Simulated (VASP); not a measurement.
# Ir (P6_3/mmc) in VASP: further runs, part 2 of 2

VASP 6.6.1.

## (3) Single point, PBE

File INCAR:

```
SYSTEM = Ir
ADDGRID = .FALSE. ; ALGO = Normal
EDIFF = 1E-6 ; ENCUT = 520
GGA = PE ; ISIF = 2
ISMEAR = 0 ; LASPH = .TRUE.
LCHARG = .FALSE. ; LREAL = Auto
LWAVE = .FALSE. ; NELM = 100
PREC = Accurate ; SIGMA = 0.2
```

File KPOINTS:

```
k-points
0
G
  11 11 6
  0 0 0
```

File POSCAR:

```
Ir
1.0
    2.7513778946      0.0000000000      0.0000000000
   -1.3756889473      2.3827631521      0.0000000000
    0.0000000000      0.0000000000      4.4622900000
Ir
2
Direct
    0.3333333333      0.6666666667      0.2500000000
    0.6666666667      0.3333333333      0.7500000000
```

Potentials or basis: VASP PAW PBE potentials, release 64 (Ir).

Started as:

```
$ cat potpaw_PBE.64/Ir/POTCAR > POTCAR
$ mpirun -np 1 vasp_std > vasp.out
```

Wall time 37 s (1 thread of Intel Xeon Platinum 8375C at 2.90GHz (Ice Lake), shared host); peak memory 0.15 GiB.

These settings aren't checked as converged: the numbers below hold their error.

Results:

```
Free energy            : -17.5545 eV
Pressure               : -0.6 GPa
Band gap on the k mesh : none (metal or under the smearing width)
```

## (4) Single point, PBE

INCAR is that of step 3.

KPOINTS is that of step 3.

File POSCAR:

```
Ir
1.0
    2.7513778946      0.0000000000      0.0000000000
   -1.3756889473      2.3827631521      0.0000000000
    0.0000000000      0.0000000000      4.4622900000
Ir
2
Direct
    0.3583140000      0.6617470000      0.2121330000
    0.6598720000      0.3587530000      0.7691070000
```

Potentials or basis: VASP PAW PBE potentials, release 64 (Ir).

Started as:

```
$ cat potpaw_PBE.64/Ir/POTCAR > POTCAR
$ mpirun -np 1 vasp_std > vasp.out
```

OUTCAR:

```text
SYSTEM = Ir
   EDIFF = 1E-6
   ENCUT = 520
   GGA = PE
   ISIF = 2
   ISMEAR = 0
   LASPH = .TRUE.
   LREAL = Auto
   NELM = 100
   PREC = Accurate

 Found    364 irreducible k-points:

 Following reciprocal coordinates:
            Coordinates               Weight
  0.000000  0.000000  0.000000      1.000000
  0.090909 -0.000000  0.000000      2.000000
  0.000000  0.090909  0.000000      2.000000
 -0.090909  0.090909  0.000000      2.000000
  0.181818 -0.000000  0.000000      2.000000
  0.000000  0.181818  0.000000      2.000000
   k-points           NKPTS =    364   k-points in BZ     NKDIM =    364   number of bands    NBANDS=     13
   number of dos      NEDOS =    301   number of ions     NIONS =      2
   total plane-waves  NPLWV =  14400
   dimension x,y,z NGX =    20 NGY =   20 NGZ =   36
   dimension x,y,z NGXF=    40 NGYF=   40 NGZF=   72
   ions per type =               2
   NGX,Y,Z   is equivalent  to a cutoff of  12.08, 12.08, 13.41 a.u.
   NGXF,Y,Z  is equivalent  to a cutoff of  24.17, 24.17, 26.82 a.u.
 SYSTEM =  Ir
   PREC   = accura    normal or accurate (medium, high low for compatibility)
   ISTART =      0    job   : 0-new  1-cont  2-samecut
   ICHARG =      2    charge: 1-file 2-atom 10-const
   ISPIN  =      1    spin polarized calculation?
[... 61 lines left out ...]
 k-point     1 :       0.0000    0.0000    0.0000
  band No.  band energies     occupation
      1      -0.9552      2.00000
      2       1.9116      2.00000
      3       5.8725      2.00000
      4       6.0107      2.00000
      5       6.0950      2.00000
      6       6.3206      2.00000
      7       6.6659      2.00000
      8       7.7650      2.00000
      9       8.4136      2.00000
     10       9.5801      1.99939
     11       9.9340      1.64393
     12      10.8316      0.00000
     13      16.0354      0.00000
[... 66 lines left out ...]
  band No.  band energies     occupation
      1       0.2116      2.00000
      2       2.7707      2.00000
      3       4.8717      2.00000
      4       5.7912      2.00000
      5       6.1852      2.00000
      6       6.5414      2.00000
      7       7.0676      2.00000
      8       7.3575      2.00000
      9       7.9943      2.00000
     10       8.2740      2.00000
     11      10.8201      0.00000
     12      14.1593      0.00000
     13      16.2387      0.00000

 [... further k-points ...]
[... 5 lines left out ...]
  --------------------------------------------------------------------------------------
  -------------------------------------------------------------------------------------
  Total        1.8778109      1.2902613      3.9405921     -0.5197014      0.8718017     -1.5422457
  in kB      102.8427163     70.6641811    215.8157580    -28.4626656     47.7462642    -84.4646973
  external PRESSURE =     129.7742185 kB  Pullay stress =       0.0000000 kB

 VOLUME and BASIS-vectors are now :
 -----------------------------------------------------------------------------
  energy-cutoff  :      520.00
  volume of cell :       29.25
      direct lattice vectors                 reciprocal lattice vectors
     2.751377895  0.000000000  0.000000000     0.363454254  0.209840411  0.000000000
    -1.375688947  2.382763152  0.000000000     0.000000000  0.419680823  0.000000000
     0.000000000  0.000000000  4.462290000     0.000000000  0.000000000  0.224100182

 POSITION                                       TOTAL-FORCE (eV/Angst)
 -----------------------------------------------------------------------------------
      0.07550      1.57679      0.94660        -0.873122      0.492754      3.693451
      1.32202      0.85482      3.43198         0.873122     -0.492754     -3.693451
 -----------------------------------------------------------------------------------
    total drift:                               -0.000001     -0.000003     -0.000003

  FREE ENERGIE OF THE ION-ELECTRON SYSTEM (eV)
  ---------------------------------------------------
  free  energy   TOTEN  =       -17.0553787897 eV

  energy  without entropy=      -16.9944386103  energy(sigma->0) =      -17.02490870
```

OSZICAR:

```text
N       E                     dE             d eps       ncg     rms          rms(c)
DAV:   1     0.153119749628E+03    0.15312E+03   -0.86168E+03  9464   0.139E+03
DAV:   2    -0.115781968852E+02   -0.16470E+03   -0.15228E+03  9649   0.372E+02
DAV:   3    -0.180082885573E+02   -0.64301E+01   -0.60608E+01 11650   0.813E+01
DAV:   4    -0.181270286869E+02   -0.11874E+00   -0.11685E+00 10177   0.105E+01
DAV:   5    -0.181292620620E+02   -0.22334E-02   -0.22315E-02 11653   0.136E+00    0.224E+01
DAV:   6    -0.172385217491E+02    0.89074E+00   -0.14215E+00 10924   0.166E+01    0.959E+00
DAV:   7    -0.170670831686E+02    0.17144E+00   -0.49113E-01 11579   0.925E+00    0.213E+00
DAV:   8    -0.170559061432E+02    0.11177E-01   -0.10510E-02 10139   0.124E+00    0.216E-01
DAV:   9    -0.170553626592E+02    0.54348E-03   -0.20018E-03 11629   0.642E-01    0.281E-02
DAV:  10    -0.170553751272E+02   -0.12468E-04   -0.29881E-05 11065   0.502E-02    0.134E-02
DAV:  11    -0.170553792489E+02   -0.41217E-05   -0.30853E-06 10390   0.144E-02    0.655E-03
DAV:  12    -0.170553787897E+02    0.45927E-06   -0.24520E-07  5537   0.463E-03
   1 F= -.17055379E+02 E0= -.17024909E+02  d E =-.609402E-01
```

stdout:

```text
POSCAR found type information on POSCAR Ir
 POSCAR found :  1 types and       2 ions
 scaLAPACK will be used
 -----------------------------------------------------------------------------
|                                                                             |
|                                                                             |
|     You have a (more or less) 'small supercell' and for smaller cells       |
|     it is recommended to use the reciprocal-space projection scheme!        |
|     The real-space optimization is not efficient for small cells and it     |
|     is also less accurate ...                                               |
|     Therefore, set LREAL=.FALSE. in the INCAR file.                         |
|                                                                             |
 -----------------------------------------------------------------------------

 LDA part: xc-table for (Slater+PW92), standard interpolation
 POSCAR, INCAR and KPOINTS ok, starting setup
 FFT: planning ... GRIDC
 FFT: planning ... GRID_SOFT
 FFT: planning ... GRID
 WAVECAR not read
 entering main loop
```

It took 4.4 min on 1 thread of Intel Xeon Platinum 8375C at 2.90GHz (Ice Lake), shared host; peak memory 0.21 GiB.

The run converged, but some of its settings lie outside the range that counts as converged, so its numbers aren't taken as properties of the crystal.

What came out:

| Property | Result |
| --- | --- |
| Free energy | -17.0554 eV |
| Pressure | 13.0 GPa |
| Largest force | 3.827 eV/Å |
| Band gap on the k mesh | none (metal or under the smearing width) |

## (5) Single point, PBE

File INCAR:

```
SYSTEM = Ir
ADDGRID = .FALSE. ; ALGO = Normal
EDIFF = 1E-4 ; ENCUT = 520
GGA = PE ; ISIF = 2
ISMEAR = 0 ; LASPH = .TRUE.
LCHARG = .FALSE. ; LREAL = .FALSE.
LWAVE = .FALSE. ; NELM = 100
PREC = Accurate ; SIGMA = 0.2
```

KPOINTS is that of step 4.

File POSCAR:

```
Ir
1.0
    2.7513778946      0.0000000000      0.0000000000
   -1.3756889473      2.3827631521      0.0000000000
    0.0000000000      0.0000000000      4.4622900000
Ir
2
Direct
    0.3333333333      0.6666666667      0.2500000000
    0.6666666667      0.3333333333      0.7500000000
```

Started as:

```
$ cat potpaw_PBE.64/Ir/POTCAR > POTCAR
$ mpirun -np 1 vasp_std > vasp.out
```

It took 19 s on 1 thread of Intel Xeon Platinum 8375C at 2.90GHz (Ice Lake), shared host; peak memory 0.15 GiB.

These settings aren't checked as converged: the numbers below hold their error.

What came out:

```
Free energy            : -17.5540 eV
Pressure               : -0.7 GPa
Band gap on the k mesh : none (metal or under the smearing width)
```

## (6) Single point, PBE

INCAR is that of step 5.

KPOINTS is that of step 5.

File POSCAR:

```
Ir
1.0
    2.7513778946      0.0000000000      0.0000000000
   -1.3756889473      2.3827631521      0.0000000000
    0.0000000000      0.0000000000      4.4622900000
Ir
2
Direct
    0.3583140000      0.6617470000      0.2121330000
    0.6598720000      0.3587530000      0.7691070000
```

Potentials or basis: VASP PAW PBE potentials, release 64 (Ir).

Started as:

```
$ cat potpaw_PBE.64/Ir/POTCAR > POTCAR
$ mpirun -np 1 vasp_std > vasp.out
```

Wall time 76 s (1 thread of Intel Xeon Platinum 8375C at 2.90GHz (Ice Lake), shared host); peak memory 0.24 GiB.

The run converged, but some of its settings lie outside the range that counts as converged, so its numbers aren't taken as properties of the crystal.

Results:

* Free energy: -17.0548 eV
* Pressure: 12.8 GPa
* Largest force: 3.828 eV/Å
* Band gap on the k mesh: none (metal or under the smearing width)

## (7) The reference run

An earlier run on the cell as given: functional PBEsol; potentials or basis VASP PAW PBE potentials, release 64 (Ir); cutoff 520 eV; k mesh 11 × 11 × 6; occupations fermi-dirac, width 0.05 eV; no spin polarisation.

* Pressure: -11.6 GPa
* Band gap on the k mesh: none (metal or under the smearing width)
